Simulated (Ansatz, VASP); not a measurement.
## One calculation of Bi4Te3, two programs

```
CELL_PARAMETERS angstrom
9.65385 0.00000 0.00000
-4.82693 8.36048 0.00000
0.00000 0.00000 2.93301
ATOMIC_POSITIONS crystal
Bi 0.54925 0.45075 0.50000
Bi 0.54925 0.09849 0.50000
Bi 0.90151 0.45075 0.50000
Bi 0.33333 0.66667 0.00000
Te 0.12498 0.87502 0.50000
Te 0.12498 0.24995 0.50000
Te 0.75005 0.87502 0.50000
```

Alike in both runs: functional PBE; k mesh 3 × 3 × 2; occupations gaussian, width 0.1 eV; no spin polarisation.

Ansatz relaxed the structure, and its values are those at the end. VASP's run is a single point on that final structure, the one shown.

|  | VASP | Ansatz |
| --- | --- | --- |
| version | VASP 6.6.1 | Ansatz 0.2.0 |
| potentials or method | VASP PAW PBE potentials, release 64 (Bi_d, Te) | scalar-relativistic, plane waves, PAW |
| plane-wave cutoff (eV) | 520 | 420 |
| valence electrons in the cell | 78 | 108 |

|  | VASP | Ansatz | Ansatz less VASP |
| --- | --- | --- | --- |
| gap on the k mesh at the Fermi level (eV) | none | none | - |
| pressure (GPa) | -0.1 | 0.0 | +0.08 |

A gap of «none» marks a metal or a gap that the smearing closes. The two sets of potentials don't hold the same shells in valence.

Caveats: the k mesh is coarse (spacing up to 1.07 Å⁻¹), so the values aren't converged; spin-orbit coupling is left out, which moves the levels of the heavy elements.
